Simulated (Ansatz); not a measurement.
## The graphene bilayer (AB) under a gate

Aim: charge, voltage and capacitance of the graphene bilayer (AB) in a field-effect set-up.

Program: Ansatz 0.2.0. Level of theory: plane-wave DFT, PBE-D3(BJ), Ansatz PAW. Results are calculated unless marked as measured.

**1. Set-up**

The cell holds 4 atoms: 4 C. Its edges and angles: a = 2.467 Å, b = 2.467 Å, c = 37.750 Å, α = 90.0°, β = 90.0°, γ = 120.0°. Regions: layer 1: graphene, 2 atoms (2 C); layer 2: graphene, 2 atoms (2 C). Vacuum lies along c.

**2. Relaxing the slab**

The starting cell is a guess, so the in-plane lattice and the atoms are relaxed first, with the slab cut off from its images along the normal.

File input.yaml:

```yaml
crystal:
  lattice:
    - [2.467, 0.0, 0.0]
    - [-1.2335, 2.1364846711, 0.0]
    - [0.0, 0.0, 37.750000002]
  atoms:
    - { symbol: C, position: [0.6666666667, 0.3333333333, 0.455629139] }
    - { symbol: C, position: [0.3333333333, 0.6666666667, 0.455629139] }
    - { symbol: C, position: [0.0, 0.0, 0.544370861] }
    - { symbol: C, position: [0.6666666667, 0.3333333333, 0.544370861] }
  periodic: [true, true, false]
kpoints:
  mp_grid: { grid: [18, 18, 1] }
hamiltonian:
  xc: pbe
  dispersion: d3bj
scf:
  occupations: { method: fermi_dirac, width: 0.05 }
  convergence: { dr2_threshold: 1.0e-09 }
relax:
  f_tol: 0.004
  max_steps: 90
  cell: {}
output:
  write_potential: true
  write_density: true
  volumetric_format: npy
```

Started as:

```console
ansatz run input.yaml --threads 4 --pin off --max-ram 16384MiB --backend cpu --events-out ev --progress --plain --runs-dir out
```

Numbers of over 12 decimals in the logs are rounded to 6 here.

The program printed:

```text
Warning: relax.cell: scf.convergence.dr2_threshold = 1e-9 eV is looser than the 2.24438552741e-10 eV advised for a relaxation that steers and ends on the stress (1e-10 eV for each atom of the cell: 4, times the square of relax.cell.stress_2d_tol = 0.05 N/m over 13.4 Å (the atoms' height at the walk's start and 5 Å past either face), 3.745e-2 GPa, over a crystal's default 0.05). What an SCF threshold leaves in a stress goes as its square root, and in the free energy as the threshold itself, and one threshold admits the most on a small cell: [figures from the program's tests cut] Set scf.convergence.dr2_threshold to 2.24438552741e-10 eV or tighter. [rest of the remark cut]
Engine: ansatz 0.2.0, aarch64-unknown-linux-gnu
Pseudopotentials: kind: paw
Pseudopotential: C, paw, valence charge 4, recommended cutoff 420 eV (normal), C.paw.azcp
Functional definition: PBE
  parameter kappa = 0.804
  parameter beta = 0.066725
  exchange = pbe_x(kappa = kappa, mu = beta*pi^2/3)
  correlation = pbe_c(beta = beta)
Crystal: 4 atoms, lattice volume = 198.969 Å³
Basis set: ecut = 420 eV, 3769 PW (Γ), exchange–correlation on 36×36×512 points (8 copies of the dense FFT grid, shifted against one another)
Bands: 12, of which v1, the nominal top of the filled ones, is band 8 counted from 1 (7 counted from 0)
Symmetry: 12 space group operations
Space group: P-3m1 (ITA 164), of the structure as read, at distance tolerance 5.8e-5 Å
k-points: 37 of 324
Non-local potential: C, projectors of the file, l = 0: 2, l = 1: 2, l = 2: 1
PAW form: soft (Blöchl's): semilocal exchange-correlation on the pseudo side does not see the compensation charge
PAW one-centre angular grid: C, 110 points (default); XC on 64 Gauss nodes
Initial density: superposition of atomic densities (neutral atoms: chi_scale 0, normalization atom), corrected by the library's trained network
Initial wavefunctions: pseudopotential atomic-orbital guess
Functional: x = pbe(κ = 0.804, μ = 0.219515), c = pbe(β = 0.066725)
SCF iter   1: F=—  HF=-1004.220841 eV  |F-HF|=—  |Δ(HF+E_count)|=         —  Δρ=1.46e-3  dr2=5.51e-3  ethr=1.77e-3  ⟨swp⟩=11.1  Hψ=4241  notcnv=0
preconditioner: auto → LDOS  [metal: Δε(μ)=0.354 eV  Ē_g=14.887 eV  σ=0.050 eV  W_gap=0.50  n_scr=20 (ndim 8)  ℏωp=10.5 eV  f_vac=0.799  D(μ)=0.12/eV (n_scr^D=4)  β→1.0]
SCF iter   2: F=—  HF=-1004.222153 eV  |F-HF|=—  |Δ(HF+E_count)|=   1.31e-3  Δρ=7.59e-4  dr2=4.59e-3  ethr=3.45e-5  ⟨swp⟩=4.7  Hψ=1619  notcnv=0
SCF iter   3: F=—  HF=-1004.220835 eV  |F-HF|=—  |Δ(HF+E_count)|=   1.32e-3  Δρ=2.56e-4  dr2=4.55e-4  ethr=2.87e-5  ⟨swp⟩=3.6  Hψ=959  notcnv=0
SCF iter   4: F=—  HF=-1004.220758 eV  |F-HF|=—  |Δ(HF+E_count)|=   7.64e-5  Δρ=6.18e-5  dr2=7.03e-6  ethr=2.85e-6  ⟨swp⟩=3.3  Hψ=897  notcnv=0
SCF iter   5: F=—  HF=-1004.220755 eV  |F-HF|=—  |Δ(HF+E_count)|=   3.51e-6  Δρ=8.80e-6  dr2=1.84e-7  ethr=4.39e-8  ⟨swp⟩=3.3  Hψ=1059  notcnv=0
SCF iter   6: F=—  HF=-1004.220780 eV  |F-HF|=—  |Δ(HF+E_count)|=   2.51e-5  Δρ=4.50e-6  dr2=3.74e-8  ethr=1.15e-9  ⟨swp⟩=2.9  Hψ=887  notcnv=0
SCF iter   7: F=-1004.220780 eV  HF=-1004.220780 eV  |F-HF|=9.38e-9  |Δ(HF+E_count)|=   2.62e-9  Δρ=9.49e-7  dr2=7.20e-10  ethr=6.25e-12  ⟨swp⟩=9.4  Hψ=3579  notcnv=0
SCF 1 converged in 7 iterations: F = -1004.220780 eV  dr2 = 7.20e-10
  greatest PAW one-centre occupation: 0.672 electrons in one spin orbital (limit 2), on the C atom at site 3 (counted from 0), in its partial waves of l = 0
relax step   1: F+E_penalty+E_count = -1004.22077983 eV  Δ(F+E_penalty+E_count) = +0.000e0 eV  max|allowed force component| = 1.745e-2 eV/Å  Δτ_max = 0.0000 Å  P = -0.603 N/m  Ω = 198.969 Å³  fix = [c, alpha, beta]  reactions: c -0.000 N/m  (7 SCF iters, accepted)
Crystal: 4 atoms, lattice volume = 198.783 Å³
Initial density: handed on by an earlier stage of this run
Initial wavefunctions: those handed on with the density
iter 1 solved again at ethr=1.81e-3 eV; its pass at ethr=3.10e-3 eV (dr2=2.89e-1 eV) is discarded
SCF iter   1: F=—  HF=-1004.304608 eV  |F-HF|=—  |Δ(HF+E_count)|=         —  Δρ=1.31e-2  dr2=2.88e-1  ethr=1.81e-3  ⟨swp⟩=1.8  Hψ=4113  notcnv=0
preconditioner: auto → LDOS  [metal: Δε(μ)=0.248 eV  Ē_g=14.806 eV  σ=0.050 eV  W_gap=0.49  n_scr=20 (ndim 8)  ℏωp=10.5 eV  f_vac=0.795  D(μ)=0.13/eV (n_scr^D=4)  β→1.0]
SCF iter   2: F=—  HF=-1004.382951 eV  |F-HF|=—  |Δ(HF+E_count)|=   7.83e-2  Δρ=8.40e-3  dr2=5.60e-1  ethr=1.80e-3  ⟨swp⟩=5.8  Hψ=1696  notcnv=0  defer=3
SCF iter   3: F=—  HF=-1004.219794 eV  |F-HF|=—  |Δ(HF+E_count)|=   1.63e-1  Δρ=9.60e-4  dr2=2.72e-3  ethr=1.80e-3  ⟨swp⟩=4.5  Hψ=1223  notcnv=0  defer=3
SCF iter   4: F=—  HF=-1004.219648 eV  |F-HF|=—  |Δ(HF+E_count)|=   1.46e-4  Δρ=2.19e-4  dr2=5.59e-5  ethr=1.70e-5  ⟨swp⟩=3.6  Hψ=1254  notcnv=0  defer=1
SCF iter   5: F=—  HF=-1004.219725 eV  |F-HF|=—  |Δ(HF+E_count)|=   7.72e-5  Δρ=1.14e-4  dr2=2.18e-5  ethr=3.50e-7  ⟨swp⟩=2.9  Hψ=922  notcnv=0
SCF iter   6: F=—  HF=-1004.219721 eV  |F-HF|=—  |Δ(HF+E_count)|=   4.39e-6  Δρ=2.32e-5  dr2=9.64e-7  ethr=1.36e-7  ⟨swp⟩=2.3  Hψ=807  notcnv=0
SCF iter   7: F=—  HF=-1004.219745 eV  |F-HF|=—  |Δ(HF+E_count)|=   2.42e-5  Δρ=2.64e-6  dr2=1.42e-8  ethr=6.02e-9  ⟨swp⟩=3.3  Hψ=884  notcnv=0
SCF iter   8: F=—  HF=-1004.219745 eV  |F-HF|=—  |Δ(HF+E_count)|=   3.30e-8  Δρ=8.54e-7  dr2=1.54e-9  ethr=6.25e-12  ⟨swp⟩=10.7  Hψ=3158  notcnv=0
SCF iter   9: F=-1004.219745 eV  HF=-1004.219745 eV  |F-HF|=6.71e-12  |Δ(HF+E_count)|=   4.68e-9  Δρ=9.45e-8  dr2=1.15e-11  ethr=6.25e-12  ⟨swp⟩=9.5  Hψ=2731  notcnv=0
SCF 2 converged in 9 iterations: F = -1004.219745 eV  dr2 = 1.15e-11
relax step   2: F+E_penalty+E_count = -1004.21974501 eV  Δ(F+E_penalty+E_count) = +1.035e-3 eV  max|allowed force component| = 1.954e-2 eV/Å  Δτ_max = 0.0835 Å  P = -0.145 N/m  Ω = 198.783 Å³  energy of the carried Pulay correction = +1.059e-4 eV  fix = [c, alpha, beta]  (9 SCF iters, rejected (line search))
Crystal: 4 atoms, lattice volume = 198.741 Å³
iter 1 solved again at ethr=6.98e-4 eV; its pass at ethr=3.10e-3 eV (dr2=1.12e-1 eV) is discarded
SCF iter   1: F=—  HF=-1004.254027 eV  |F-HF|=—  |Δ(HF+E_count)|=         —  Δρ=8.17e-3  dr2=1.11e-1  ethr=6.98e-4  ⟨swp⟩=2.0  Hψ=3851  notcnv=0
preconditioner: auto → LDOS  [metal: Δε(μ)=0.319 eV  Ē_g=14.853 eV  σ=0.050 eV  W_gap=0.50  n_scr=20 (ndim 8)  ℏωp=10.5 eV  f_vac=0.803  D(μ)=0.12/eV (n_scr^D=4)  β→1.0]
SCF iter   2: F=—  HF=-1004.283319 eV  |F-HF|=—  |Δ(HF+E_count)|=   2.93e-2  Δρ=5.21e-3  dr2=2.14e-1  ethr=6.94e-4  ⟨swp⟩=4.7  Hψ=1477  notcnv=0
SCF iter   3: F=—  HF=-1004.221490 eV  |F-HF|=—  |Δ(HF+E_count)|=   6.18e-2  Δρ=5.75e-4  dr2=8.58e-4  ethr=6.94e-4  ⟨swp⟩=4.2  Hψ=1122  notcnv=0
SCF iter   4: F=—  HF=-1004.221447 eV  |F-HF|=—  |Δ(HF+E_count)|=   4.28e-5  Δρ=1.24e-4  dr2=1.59e-5  ethr=5.36e-6  ⟨swp⟩=3.7  Hψ=1186  notcnv=0
SCF iter   5: F=—  HF=-1004.221410 eV  |F-HF|=—  |Δ(HF+E_count)|=   3.79e-5  Δρ=1.36e-5  dr2=5.72e-7  ethr=9.92e-8  ⟨swp⟩=3.2  Hψ=966  notcnv=0
SCF iter   6: F=—  HF=-1004.221428 eV  |F-HF|=—  |Δ(HF+E_count)|=   1.89e-5  Δρ=4.06e-6  dr2=5.00e-8  ethr=3.57e-9  ⟨swp⟩=3.0  Hψ=853  notcnv=0
SCF iter   7: F=—  HF=-1004.221428 eV  |F-HF|=—  |Δ(HF+E_count)|=   1.13e-8  Δρ=1.77e-6  dr2=6.92e-9  ethr=3.13e-10  ⟨swp⟩=2.8  Hψ=880  notcnv=0
SCF iter   8: F=-1004.221428 eV  HF=-1004.221428 eV  |F-HF|=2.53e-9  |Δ(HF+E_count)|=   3.35e-9  Δρ=3.26e-7  dr2=2.51e-10  ethr=6.25e-12  ⟨swp⟩=10.1  Hψ=3009  notcnv=0
SCF 3 converged in 8 iterations: F = -1004.221428 eV  dr2 = 2.51e-10
relax step   3: F+E_penalty+E_count = -1004.22142841 eV  Δ(F+E_penalty+E_count) = -6.486e-4 eV  max|allowed force component| = 3.261e-3 eV/Å  Δτ_max = 0.0322 Å  P = -0.081 N/m  Ω = 198.741 Å³  energy of the carried Pulay correction = +1.298e-4 eV  fix = [c, alpha, beta]  reactions: c -0.000 N/m  (8 SCF iters, accepted)
[...]
relax step   4: F+E_penalty+E_count = -1004.22147573 eV  Δ(F+E_penalty+E_count) = -4.731e-5 eV  max|allowed force component| = 5.133e-4 eV/Å  Δτ_max = 0.0058 Å  P = -0.005 N/m  Ω = 198.705 Å³  energy of the carried Pulay correction = +1.505e-4 eV  fix = [c, alpha, beta]  reactions: c -0.000 N/m  (7 SCF iters, accepted)
Initial wavefunctions: pseudopotential atomic-orbital guess (no wavefunctions were taken with the density)
iter 1 solved again at ethr=3.32e-7 eV; its pass at ethr=3.10e-3 eV (dr2=5.32e-5 eV) is discarded
SCF iter   1: F=—  HF=-1004.221334 eV  |F-HF|=—  |Δ(HF+E_count)|=         —  Δρ=4.00e-6  dr2=4.20e-9  ethr=3.32e-7  ⟨swp⟩=5.6  Hψ=6239  notcnv=0
eigensolver tolerance schedule: the retry pair's looser diagonalisation over-reported the residual by 12642.98 of it (diagonalisation noise at an unbounded share of the residual, at the tolerance the schedule requests for it); recorded, not acted on — ethr = c·dr2/N_el stays at c = 1.0e-1
preconditioner: auto → LDOS  [metal: Δε(μ)=0.319 eV  Ē_g=14.819 eV  σ=0.050 eV  W_gap=0.50  n_scr=20 (ndim 8)  ℏωp=10.5 eV  f_vac=0.802  D(μ)=0.12/eV (n_scr^D=4)  β→1.0]
SCF iter   2: F=—  HF=-1004.221298 eV  |F-HF|=—  |Δ(HF+E_count)|=   3.64e-5  Δρ=6.45e-7  dr2=3.86e-10  ethr=6.25e-12  ⟨swp⟩=15.7  Hψ=5088  notcnv=0
SCF iter   3: F=-1004.221298 eV  HF=-1004.221298 eV  |F-HF|=1.58e-10  |Δ(HF+E_count)|=   1.60e-9  Δρ=3.73e-7  dr2=3.28e-10  ethr=2.42e-12  ⟨swp⟩=7.1  Hψ=2875  notcnv=0
SCF 5 converged in 3 iterations: F = -1004.221298 eV  dr2 = 3.28e-10
relax step   5: F+E_penalty+E_count = -1004.22129779 eV  Δ(F+E_penalty+E_count) = +1.779e-4 eV  max|allowed force component| = 5.070e-4 eV/Å  Δτ_max = 0.0000 Å  P = -0.010 N/m  Ω = 198.705 Å³  fix = [c, alpha, beta]  reactions: c -0.000 N/m  stress off target by 1.04e-2 N/m on what of the cell is left free  SCF on the basis re-selected at this cell (its energy is not comparable with the rows above)  (3 SCF iters)
basis re-selected at this cell: Δ(F+E_penalty+E_count) = +1.779e-4 eV, ΔP = -0.005 N/m vs the last step (what re-selecting the basis moved, of the pressure what is left beyond the Pulay correction that the steps carried, after the strain that the cell walked since its last selection, with what the two solves' SCF thresholds leave and, on support functions, any second-order correction that the steps lacked; it is no m [...]
WARN: The output density's exchange-correlation potential varies sharply where the density is thin. Do not read a vacuum level from v_tot or v_xc, or from such a field of the output density. On a cell that repeats whose density bears no net charge and no dipole along the vacuum's axis use v_es (v_loc + v_h of the components); under efield.dipole_correction with no amplitude use v_es + v_field, which holds any externa [...]
SCF converged after 3 iterations
Free energy (F): -1004.221298 eV
Harris-Foulkes:  -1004.221298 eV  (|F-HF|=1.58e-10)
Internal energy: -1004.220424 eV  (E = F + TS)
E sigma→0 (E₀):  -1004.220861 eV
Entropy (-TS):   -0.000874 eV (-0.218 meV/atom)
Fermi energy:    -4.274900 eV
--- Per-component energies (eV) ---
  E_band       = -214.609956
  E_kinetic    = 363.521980
  E_local      = -33242.422984  (includes V_loc(G=0)·N_el)
  E_nonlocal   = 109.190494
  E_hartree    = 16409.980431
  E_xc         = -191.956581
  E_vxc        = -237.651356  (∫ρ·V_xc dr)
  E_paw        = -397.372364  (= ΣΔE_a)
  E_vpaw       = -27.209775  (= ΣTr[D̂ρ^β])
  E_aug_tail   = 0.000030  (compensation charges beyond the density's cutoff)
  E_ewald      = 15945.312708
  E_disp       = -0.474137  (pairwise vdW)
  E_smearing   = -0.000874  (= −TS)
  E_closure    = -0.000000  (closes the sum)
  Σ components = -1004.221298   (vs F -1004.221298, Δ=0.00e0)
--- Forces (eV/Å), atoms counted from 1 ---
  atom   1  C      0.00000000     0.00000000    -0.00009918
  atom   2  C     -0.00000000    -0.00000000     0.00050703
  atom   3  C     -0.00000000     0.00000000    -0.00050703
  atom   4  C     -0.00000000    -0.00000000     0.00009918
  max |Σ_I F_I| component: 1.48e-16 eV/Å
--- 2D stress c σ (N/m, compression-positive) ---
       -0.010436      -0.000000      -0.000000
       -0.000000      -0.010436      -0.000000
       -0.000000      -0.000000      -0.000000
  P = ½ c Tr σ = -0.0104 N/m
--- Band table (eV; the first three rows and the last of 37) ---
  k-point 0: bands = [... 4 lower, -7.3087, -7.3087, -7.3011, -7.3011, -0.8509, -0.4943, 0.2073, 0.2652]
  k-point 1: bands = [... 4 lower, -7.6086, -7.5975, -7.4666, -7.4565, -0.7527, -0.3948, 0.3086, 0.3667]
  k-point 2: bands = [... 4 lower, -8.4311, -8.4125, -7.8849, -7.8709, -0.4583, -0.0963, 0.6127, 0.6710]
  k-point 36: bands = [... 4 lower, -14.8329, -14.8329, -4.5772, -4.2750, -4.2750, -3.9561, 6.3055, 6.3055]
  the weakly bound empty levels are not read free of the cell's end (no_gap_told)
--- Relaxed structure (4 steps of the walk, 3 accepted, 1 SCFs on fresh bases) ---
  F+E_penalty+E_count = -1004.22129779 eV   max|allowed force component| = 5.070e-4 eV/Å   (the final SCF, on the basis selected at the relaxed cell)
  cell:  # Å, volume = 198.7051 Å³
    - [2.465362, 0.0, 0]
    - [-1.232681, 2.135066, 0]
    - [0, 0, 37.750000002]
  atoms:
    - { symbol: C, position: [0.666667, 0.333333, 0.454944] }
    - { symbol: C, position: [0.333333, 0.666667, 0.454931] }
    - { symbol: C, position: [3.1040734209895623e-18, 1.3877787809430056e-17, 0.545069] }
    - { symbol: C, position: [0.666667, 0.333333, 0.545056] }
```

The job ended after 13 s (4 threads of Arm Neoverse N1, shared host; peak memory 0.49 GiB; 49 s of CPU time).

Relaxation path:

```
step  energy less that of the first step (eV)  largest force component (eV/Å)  volume (Å³)
   1                                   0.0000                          0.0175       198.97
   2                                   0.0010                          0.0195       198.78
   3                                  -0.0006                          0.0033       198.74
   4                                  -0.0007                          0.0005       198.71
  5*                                  -0.0005                          0.0005       198.71
```

Relaxation steps marked * repeat the geometry before them on a plane-wave basis chosen anew for their cell, so energy and pressure can jump there. Relaxation step 2 was tried and not accepted.

The run keeps the 12 symmetry operations that it works with, so distortions that break them were not tested.

| cell as run | before | after | change |
| --- | --- | --- | --- |
| a (Å) | 2.467 | 2.465 | -0.1 % |
| b (Å) | 2.467 | 2.465 | -0.1 % |

The atoms that moved most (Å, along periodic axes as changes of fractional coordinates times the final cell, across vacuum about the mean position):

| atom | dx | dy | dz | length |
| --- | --- | --- | --- | --- |
| C2 | 0.000 | 0.000 | -0.026 | 0.026 |
| C3 | 0.000 | 0.000 | 0.026 | 0.026 |
| C1 | 0.000 | 0.000 | -0.026 | 0.026 |
| C4 | 0.000 | 0.000 | 0.026 | 0.026 |

The relaxed structure:

```xyz
4
Lattice="2.4654 0.0000 0.0000 -1.2327 2.1351 0.0000 0.0000 0.0000 37.7500" Properties=species:S:1:pos:R:3
C     1.2327    0.7117   17.1741
C     0.0000    1.4234   17.1736
C     0.0000    0.0000   20.5764
C     1.2327    0.7117   20.5759
```

Numbers from this step:

```yaml
energy_at_zero_smearing: -1004.2209 eV
```

The lattice constant a goes from 2.467 to 2.465 Å.

[end of part 1 of 3]

[Logs are printed without paths, hosts, clocks, repeated set-up lines and the standing remarks that a program may print on its own settings, such as how far it seeks lower states.]

[Hosts, paths, dates, database ids (printed as entryN), source tags and the programs' standing remarks are cut or masked in the printed files.]

[Maps of the electrostatic potential energy from Ansatz leave out the sawtooth potential of an applied field or a dipole correction, so their vacuum need not be flat; planar profiles and work functions include it.]
